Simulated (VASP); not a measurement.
# O2CH2 in VASP: a series of runs, part 2 of 2

VASP 6.6.1. The steps go on from the part before.

**4. Single point, HSE06+D3(BJ)**

File POSCAR:

```
H2CO2                                   
1.0
   13.3432429698      0.0000000000      0.0000000000
    0.0000000000     13.8432429698      0.0000000000
    0.0000000000      0.0000000000     14.3432429698
  O               C               H             
     2     1     2
Selective dynamics
Direct
     0.4420683951000015    0.5019878909999989    0.4046502002000025   F   F   F
     0.4652420945895595    0.5217029547137875    0.5587183188790956   T   T   T
     0.4973776199387130    0.4995011382512229    0.4711228218909583   T   T   T
     0.5780737703576755    0.4793311471325375    0.4675715125725587   T   T   T
     0.5208020018519630    0.5154738693646139    0.6027250126853977   T   T   T
```

File INCAR.step1:

```
  PREC = Accurate
  ENCUT = 400
  EDIFF = 1E-5
  ISMEAR = 0
  SIGMA = 0.01
  LREAL = F
  LASPH = T
  NELM = 80
  ALGO = Normal
  ISIF = 2
  LWAVE = T
  LCHARG = F
  ISYM = 0
  TIME = 0.4
  GGA = PE
```

File INCAR.step2:

```
  PREC = Accurate
  ENCUT = 400
  EDIFF = 1E-6
  ISMEAR = 0
  SIGMA = 0.01
  LREAL = F
  LASPH = T
  NELM = 80
  ALGO = Damped
  ISIF = 2
  LWAVE = F
  LCHARG = F
  GGA = PE
  LHFCALC = T
  HFSCREEN = 0.2
  PRECFOCK = Fast
  IVDW = 12
  VDW_S6 = 1.0
  VDW_S8 = 2.31
  VDW_A1 = 0.383
  VDW_A2 = 5.685
  ISYM = 0
  TIME = 0.4
  ISTART = 1
```

File KPOINTS:

```
regular mesh
0
Gamma
  1 1 1
```

Potentials or basis: VASP PAW PBE potentials, release 64 (O, C, H).

Run with:

```sh
cat potpaw_PBE.64/O/POTCAR potpaw_PBE.64/C/POTCAR potpaw_PBE.64/H/POTCAR > POTCAR
cp INCAR.step1 INCAR
mpirun -np 4 vasp_gam > vasp.out
cp INCAR.step2 INCAR
mpirun -np 4 vasp_gam > vasp.out
```

OUTCAR:

```text
PREC = Accurate
   ENCUT = 400
   EDIFF = 1E-6
   ISMEAR = 0
   LREAL = F
   LASPH = T
   NELM = 80
   ISIF = 2
   GGA = PE
   LHFCALC = T
   HFSCREEN = 0.2
   PRECFOCK = Fast
   IVDW = 12
   ISYM = 0
   ISTART = 1
 IVDW          = 12

 ion  position               nearest neighbor table
   1  0.442  0.502  0.405-   3 1.21
   2  0.465  0.522  0.559-   5 0.98   3 1.36
   3  0.497  0.500  0.471-   4 1.11   1 1.21   2 1.36
   4  0.578  0.479  0.468-   3 1.11
   5  0.521  0.515  0.603-   2 0.98

IMPORTANT INFORMATION: All symmetrisations will be switched off!
NOSYMM: (Re-)initialisation of all symmetry stuff for point group C_1.

----------------------------------------------------------------------------------------

                                     Primitive cell

  volume of cell :    2649.3943

  direct lattice vectors                    reciprocal lattice vectors
    13.343242970  0.000000000  0.000000000     0.074944300  0.000000000  0.000000000
     0.000000000 13.843242970  0.000000000     0.000000000  0.072237409  0.000000000
     0.000000000  0.000000000 14.343242970     0.000000000  0.000000000  0.069719240

  length of vectors
    13.343242970 13.843242970 14.343242970     0.074944300  0.072237409  0.069719240

  position of ions in fractional coordinates (direct lattice)
     0.442068395  0.501987891  0.404650200
     0.465242095  0.521702955  0.558718319
     0.497377620  0.499501138  0.471122822
     0.578073770  0.479331147  0.467571513
     0.520802002  0.515473869  0.602725013

  ion indices of the primitive-cell ions
   primitive index   ion index
                 1           1
                 2           2
                 3           3
                 4           4
[... 74 lines left out ...]
   GGA     = PE    functional components
   LHFCALC =     T    Hartree Fock is set to
   PRECFOCK=fast      Normal, Fast or Accurate (Low or Medium for compatibility)
   ENCUT4O =  -1.0   cutoff for four orbital integrals eV
   NKREDX  =     1    reduce k-point grid by
   NKREDY  =     1    reduce k-point grid by
   NKREDZ  =     1    reduce k-point grid by
   AEXX    =    0.2500 exact exchange contribution
   HFSCREEN=    0.2000 screening length (either q_TF or 0.3 A-1)
   HFSCREENC=   0.2000 screening length for correlation (either q_TF or 0.3 A-1)
   ENCUTFOCK=  -1.0 apply spherical cutoff to Coloumb kernel
   IVDW    =    12    specifies the selected vdW correction
   LEPSILON=     F    determine dielectric tensor
   LRPA    =     F    only Hartree local field effects (RPA)
 non-spin polarized calculation
 Gauss-broadening in eV      SIGMA  =   0.01
  energy-cutoff  :      400.00
  volume of cell :     2649.39
 maximum number of plane-waves:     24071
 NGX is ok and might be reduce to    90
  NGX = 48; NGY = 48; NGZ = 48
   NGX = 43   NGY = 45   NGZ = 47

 number of electron      18.0000009 magnetization

 Free energy of the ion-electron system (eV)
  ---------------------------------------------------
  ext. energy  EPLUGINS =         0.00000000
  ---------------------------------------------------
  free energy    TOTEN  =       -36.39596031 eV

  energy without entropy =      -36.39596031  energy(sigma->0) =      -36.39596031

 E-fermi :  -7.9435     XC(G=0):  -0.3298

 val. band max:       -8.0645975883   @ k =   0.0000   0.0000   0.0000
 cond. band min:      -0.8190064113   @ k =   0.0000   0.0000   0.0000
 fundamental gap:      7.2455911770
 Fermi energy:        -7.9435011530

 k-point     1 :       0.0000    0.0000    0.0000
  band No.  band energies     occupation
      1     -30.7598      2.00000
      2     -28.6474      2.00000
      3     -17.6399      2.00000
      4     -15.9648      2.00000
      5     -12.6385      2.00000
      6     -12.3672      2.00000
[... 8 lines left out ...]
     15       0.6761      0.00000
     16       0.7307      0.00000

------------------------ aborting loop because EDIFF is reached ----------------------------------------

 Edisp (eV)   -0.02696

 E8    (eV) :    -0.0122

  FORCE on cell =-STRESS in cart. coord.  units (eV):
  Direction    XX          YY          ZZ          XY          YZ          ZX
  --------------------------------------------------------------------------------------
  -------------------------------------------------------------------------------------
  Total      -2.79432    -1.53092    -3.19762     0.23038    -0.12917    -0.55713
  in kB      -1.68982    -0.92580    -1.93371     0.13932    -0.07811    -0.33691
  external pressure =       -1.52 kB  Pullay stress =        0.00 kB

 VOLUME and BASIS-vectors are now :
 -----------------------------------------------------------------------------
  energy-cutoff  :      400.00
  volume of cell :     2649.39
      direct lattice vectors                 reciprocal lattice vectors
    13.343242970  0.000000000  0.000000000     0.074944300  0.000000000  0.000000000
     0.000000000 13.843242970  0.000000000     0.000000000  0.072237409  0.000000000
     0.000000000  0.000000000 14.343242970     0.000000000  0.000000000  0.069719240

 POSITION                                       TOTAL-FORCE (eV/Angst)
 -----------------------------------------------------------------------------------
      5.89863      6.94914      5.80400         0.716726     -0.053727      0.920762
      6.20784      7.22206      8.01383         0.685044     -0.224376     -0.296095
      6.63663      6.91472      6.75743        -0.658949      0.128826     -0.225682
      7.71338      6.63550      6.70649        -0.299024      0.073590     -0.025559
      6.94919      7.13583      8.64503        -0.443796      0.075687     -0.373426
 -----------------------------------------------------------------------------------
    total drift:                                0.008066      0.015492      0.073463

  FREE ENERGIE OF THE ION-ELECTRON SYSTEM (eV)
  ---------------------------------------------------
  free  energy   TOTEN  =       -36.4229181409 eV

  energy  without entropy=      -36.4229181409  energy(sigma->0) =      -36.42291814
```

OSZICAR.step1:

```text
N       E                     dE             d eps       ncg     rms          rms(c)
DAV:   1     0.131922157359E+03    0.13192E+03   -0.42692E+03    48   0.483E+02
DAV:   2     0.106030657849E+01   -0.13086E+03   -0.13025E+03    64   0.132E+02
DAV:   3    -0.297314010858E+02   -0.30792E+02   -0.30736E+02    32   0.720E+01
[... 15 lines left out ...]
DAV:  19    -0.297639559474E+02   -0.57407E-04   -0.17951E-06    40   0.699E-03    0.122E-03
DAV:  20    -0.297640028891E+02   -0.46942E-04   -0.16233E-06    24   0.519E-03    0.550E-04
DAV:  21    -0.297640179109E+02   -0.15022E-04   -0.46535E-07    40   0.308E-03    0.417E-04
DAV:  22    -0.297640281037E+02   -0.10193E-04   -0.30778E-07    24   0.234E-03    0.189E-04
DAV:  23    -0.297640308538E+02   -0.27502E-05   -0.56023E-08    40   0.126E-03
   1 F= -.29764031E+02 E0= -.29764031E+02  d E =-.342418E-16
```

Wall time 95 s (4 MPI ranks of Intel Xeon 6975P-C (Granite Rapids), shared host); peak memory 0.63 GiB.

Results:

```yaml
Free_energy: -36.4229 eV
Largest_force: 1.168 eV/Å
Gap_between_the_frontier_levels: 7.25 eV
Dispersion_energy_per_atom: -0.005 eV
```

Forces in eV/Å, atoms in the order of the input:
```
O    0.717 -0.054  0.921
O    0.685 -0.224 -0.296
C   -0.659  0.129 -0.226
H   -0.299  0.074 -0.026
H   -0.444  0.076 -0.373
```

Caveat: the cutoff is under 1.25 times the usual one of these potentials, so pressure, stress and relaxed cells hold a basis-set (Pulay) error; the standard files for N, O and F lose accuracy on very short bonds; the PAW data sets were made with another functional, which shifts forces and pressure a little.

**5. Vibrations by finite differences, PBE+D3(BJ)**

File INCAR:

```
  PREC = Accurate
  ENCUT = 400
  EDIFF = 1E-7
  ISMEAR = 0
  SIGMA = 0.01
  LREAL = F
  LASPH = T
  NELM = 80
  ALGO = Normal
  ISIF = 2
  LWAVE = F
  LCHARG = F
  GGA = PE
  IVDW = 12
  IBRION = 5
  NFREE = 2
  POTIM = 0.015
  NSW = 1
  ISYM = 0
```

KPOINTS is that of step 4.

File POSCAR:

```
H2CO2                                   
1.0
   13.3432429698      0.0000000000      0.0000000000
    0.0000000000     13.8432429698      0.0000000000
    0.0000000000      0.0000000000     14.3432429698
  O               C               H             
     2     1     2
Selective dynamics
Direct
0.4420683951000015  0.5019878909999989  0.4046502002000025  T T T
0.4652420945895595  0.5217029547137875  0.5587183188790956  T T T
0.4973776199387130  0.4995011382512229  0.4711228218909583  T T T
0.5780737703576755  0.4793311471325375  0.4675715125725587  T T T
0.5208020018519630  0.5154738693646139  0.6027250126853977  T T T
```

Run with:

```sh
cat potpaw_PBE.64/O/POTCAR potpaw_PBE.64/C/POTCAR potpaw_PBE.64/H/POTCAR > POTCAR
mpirun -np 4 vasp_gam > vasp.out
```

Wall time 15 min (4 MPI ranks of Intel Xeon 6975P-C (Granite Rapids), shared host); peak memory 0.52 GiB.

It converged, with:

* Highest phonon frequency at Γ, LO-TO splitting left out: 3671 cm⁻¹
* Most unstable mode: 25i cm⁻¹
* Dispersion energy per atom: -0.010 eV

Phonon frequencies in cm⁻¹ (negative: imaginary):
```
              q point                                                   frequencies
(0.000, 0.000, 0.000)  -25 -15 -3 4 19 40 539 631 978 1075 1213 1356 1805 2891 3671
```

Caveat: the cutoff is under 1.25 times the usual one of these potentials, so pressure, stress and relaxed cells hold a basis-set (Pulay) error; some modes are imaginary; the standard files for N, O and F lose accuracy on very short bonds.

**6. Single point, r2SCAN+rVV10**

File INCAR:

```
  PREC = Accurate
  ENCUT = 400
  EDIFF = 1E-6
  ISMEAR = 0
  SIGMA = 0.01
  LREAL = F
  LASPH = T
  NELM = 80
  ALGO = Normal
  ISIF = 2
  LWAVE = F
  LCHARG = F
  METAGGA = R2SCAN
  LMIXTAU = T
  LUSE_VDW = T
  IVDW_NL = 2
  BPARAM = 11.95
  CPARAM = 0.0093
  ISYM = 0
```

KPOINTS is that of step 5.

File POSCAR:

```
H2CO2                                   
1.0
   13.3432429698      0.0000000000      0.0000000000
    0.0000000000     13.8432429698      0.0000000000
    0.0000000000      0.0000000000     14.3432429698
  O               C               H             
     2     1     2
Selective dynamics
Direct
     0.4420683951000015    0.5019878909999989    0.4046502002000025   F   F   F
     0.4652420945895595    0.5217029547137875    0.5587183188790956   T   T   T
     0.4973776199387130    0.4995011382512229    0.4711228218909583   T   T   T
     0.5780737703576755    0.4793311471325375    0.4675715125725587   T   T   T
     0.5208020018519630    0.5154738693646139    0.6027250126853977   T   T   T
```

Potentials or basis: VASP PAW PBE potentials, release 64 (O, C, H).

Run with:

```sh
cat potpaw_PBE.64/O/POTCAR potpaw_PBE.64/C/POTCAR potpaw_PBE.64/H/POTCAR > POTCAR
mpirun -np 4 vasp_gam > vasp.out
```

OUTCAR:

```text
PREC = Accurate
   ENCUT = 400
   EDIFF = 1E-6
   ISMEAR = 0
   LREAL = F
   LASPH = T
   NELM = 80
   ISIF = 2
   METAGGA = R2SCAN
   IVDW_NL = 2
   BPARAM = 11.95
   ISYM = 0

 ion  position               nearest neighbor table
   1  0.442  0.502  0.405-   3 1.21
   2  0.465  0.522  0.559-   5 0.98   3 1.36
   3  0.497  0.500  0.471-   4 1.11   1 1.21   2 1.36
   4  0.578  0.479  0.468-   3 1.11
   5  0.521  0.515  0.603-   2 0.98

IMPORTANT INFORMATION: All symmetrisations will be switched off!
NOSYMM: (Re-)initialisation of all symmetry stuff for point group C_1.

----------------------------------------------------------------------------------------

                                     Primitive cell

  volume of cell :    2649.3943

  direct lattice vectors                    reciprocal lattice vectors
    13.343242970  0.000000000  0.000000000     0.074944300  0.000000000  0.000000000
     0.000000000 13.843242970  0.000000000     0.000000000  0.072237409  0.000000000
[... 117 lines left out ...]
  energy without entropy =      -31.73674517  energy(sigma->0) =      -31.73674517

 E-fermi :  -6.9995     XC(G=0):  -0.2255

 val. band max:       -7.0833464851   @ k =   0.0000   0.0000   0.0000
 cond. band min:      -1.2632086163   @ k =   0.0000   0.0000   0.0000
 fundamental gap:      5.8201378688
 Fermi energy:        -6.9994967412

 k-point     1 :       0.0000    0.0000    0.0000
  band No.  band energies     occupation
      1     -29.3022      2.00000
      2     -27.2377      2.00000
      3     -16.5629      2.00000
      4     -14.8940      2.00000
      5     -11.5105      2.00000
      6     -11.3695      2.00000
[... 8 lines left out ...]
     15       0.8360      0.00000
     16       0.8672      0.00000

------------------------ aborting loop because EDIFF is reached ----------------------------------------

  FORCE on cell =-STRESS in cart. coord.  units (eV):
  Direction    XX          YY          ZZ          XY          YZ          ZX
  --------------------------------------------------------------------------------------
  -------------------------------------------------------------------------------------
  Total       -2.3322627     -1.5753185     -2.4080359      0.1385075     -0.0500732     -0.3383397
  in kB       -1.4103973     -0.9526478     -1.4562198      0.0837601     -0.0302809     -0.2046054
  external PRESSURE =      -1.2730883 kB  Pullay stress =       0.0000000 kB

 VOLUME and BASIS-vectors are now :
 -----------------------------------------------------------------------------
  energy-cutoff  :      400.00
  volume of cell :     2649.39
      direct lattice vectors                 reciprocal lattice vectors
    13.343242970  0.000000000  0.000000000     0.074944300  0.000000000  0.000000000
     0.000000000 13.843242970  0.000000000     0.000000000  0.072237409  0.000000000
     0.000000000  0.000000000 14.343242970     0.000000000  0.000000000  0.069719240

 POSITION                                       TOTAL-FORCE (eV/Angst)
 -----------------------------------------------------------------------------------
      5.89863      6.94914      5.80400         0.422462     -0.020142      0.580205
      6.20784      7.22206      8.01383         0.392598     -0.109906     -0.094022
      6.63663      6.91472      6.75743        -0.289301      0.033585     -0.251782
      7.71338      6.63550      6.70649        -0.237676      0.065056      0.027182
      6.94919      7.13583      8.64503        -0.288083      0.031408     -0.261583
 -----------------------------------------------------------------------------------
    total drift:                                0.005791     -0.002112      0.002557

  FREE ENERGIE OF THE ION-ELECTRON SYSTEM (eV)
  ---------------------------------------------------
  free  energy   TOTEN  =       -31.7367451669 eV

  energy  without entropy=      -31.7367451669  energy(sigma->0) =      -31.73674517
```

OSZICAR:

```text
N       E                     dE             d eps       ncg     rms          rms(c)
DAV:   1     0.125309277247E+03    0.12531E+03   -0.44271E+03    48   0.483E+02
DAV:   2    -0.108163191082E+02   -0.13613E+03   -0.13548E+03    64   0.137E+02
DAV:   3    -0.382912575800E+02   -0.27475E+02   -0.27420E+02    32   0.685E+01
[... 34 lines left out ...]
DAV:  38    -0.317366926490E+02    0.46345E-04   -0.30557E-05    32   0.557E-02    0.181E-03
DAV:  39    -0.317366939954E+02   -0.13464E-05   -0.18837E-05    32   0.472E-02    0.159E-03
DAV:  40    -0.317367366479E+02   -0.42653E-04   -0.20543E-05    32   0.460E-02    0.960E-04
DAV:  41    -0.317367451015E+02   -0.84536E-05   -0.34701E-06    48   0.192E-02    0.719E-04
DAV:  42    -0.317367451669E+02   -0.65337E-07   -0.20542E-06    32   0.154E-02
   1 F= -.31736745E+02 E0= -.31736745E+02  d E =-.164868E-32
```

It took 12 min on 4 MPI ranks of Intel Xeon 6975P-C (Granite Rapids), shared host; peak memory 1.2 GiB.

Results:

- Free energy: -31.7367 eV
- Largest force: 0.718 eV/Å
- Gap between the frontier levels: 5.82 eV

Forces in eV/Å, atoms in the order of the input:
```
O    0.422 -0.020  0.580
O    0.393 -0.110 -0.094
C   -0.289  0.034 -0.252
H   -0.238  0.065  0.027
H   -0.288  0.031 -0.262
```

Caveat: the cutoff is under 1.25 times the usual one of these potentials, so pressure, stress and relaxed cells hold a basis-set (Pulay) error; the standard files for N, O and F lose accuracy on very short bonds; the PAW data sets were made with another functional, which shifts forces and pressure a little.

**7. Overview**

| task | level | cutoff (eV) | grid for exact exchange (PRECFOCK) | screening parameter | gap on the mesh (eV) | largest force (eV/Å) |
| --- | --- | --- | --- | --- | --- | --- |
| single point | PBE+D3(BJ) | 520 | - | - | 5.22 | 0.06 |
| single point | HSE06+D3(BJ) | 400 | Fast | 0.2 1/A | 7.25 | 1.17 |
| vibrations by finite differences | PBE+D3(BJ) | 400 | - | - | - | - |
| single point | r2SCAN+rVV10 | 400 | - | - | 5.82 | 0.72 |

Alike in all rows: potentials or basis VASP PAW PBE potentials, release 64 (O, C, H); no spin polarisation; cell as given; k mesh 1 × 1 × 1; smearing gaussian 0.01 eV.

On the cell as given the gap runs from 5.22 eV (PBE+D3(BJ)) to 7.25 eV (HSE06+D3(BJ)).

Caveats: the standard files for N, O and F lose accuracy on very short bonds; the cutoff is under 1.25 times the usual one of these potentials, so pressure, stress and relaxed cells hold a basis-set (Pulay) error (some runs); the PAW data sets were made with another functional, which shifts forces and pressure a little (some runs); some modes are imaginary (some runs).

Total energies depend on the potentials used, so only differences within one code and one set of settings carry meaning.
